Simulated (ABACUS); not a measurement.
**LiF (Griceite) under changes of volume**

One of the cells (8.169 Å³/atom); the others are scaled copies at fixed shape and fractional positions:

```
CELL_PARAMETERS angstrom
0.00000 2.01400 2.01400
2.01400 0.00000 2.01400
2.01400 2.01400 0.00000
ATOMIC_POSITIONS crystal
F 0.50000 0.50000 0.50000
Li 0.00000 0.00000 0.00000
```

```yaml
Program: ABACUS 3.10.1
Functional: PBE
Potentials_or_basis: PseudoDojo NC SR 0.4.1 PBE standard
Cutoff: 1143 eV
Density_cutoff: 4572 eV
Basis: plane waves
k_mesh: 11 × 11 × 11
Occupations: fermi-dirac, width 0.05 eV
Spin: no spin polarisation
```

| volume (Å³/atom) | energy over the lowest point (meV/atom) | pressure (GPa) | gap on the mesh (eV) |
| --- | --- | --- | --- |
| 7.679 | 14.04 | 7.0 | 9.69 |
| 7.842 | 7.90 | 5.1 | 9.49 |
| 8.006 | ? | ? | ? |
| 8.169 | 1.06 | 1.7 | 9.11 |
| 8.333 | 0.00 | 0.3 | 8.94 |
| 8.496 | 0.32 | -1.0 | 8.77 |
| 8.659 | 1.89 | -2.1 | 8.61 |

Task: What does the run at 8.006 Å³/atom give?

Result: Energy over the lowest point 3.64 meV/atom; pressure 3.3 GPa; gap on the mesh 9.30 eV.

Worked out: A Birch-Murnaghan fit of order 3 (a polynomial in V^(-2/3)) to the other rows has its minimum at 8.37 Å³/atom with B0 = V·E''(V) = 67 GPa and B' = 4.3. It gives 3.62 meV/atom at 8.006 Å³/atom, against the run's 3.64, and -dE/dV = 3.3 GPa, against 3.3. A straight line through the other rows of the gap, of slope -9 eV per unit of ln V (its deformation potential), gives 9.31 eV, against the run's 9.30.

Energies are extrapolated to zero smearing.

Caveats: an odd mesh through Γ misses points on the zone boundary, where band edges often lie.
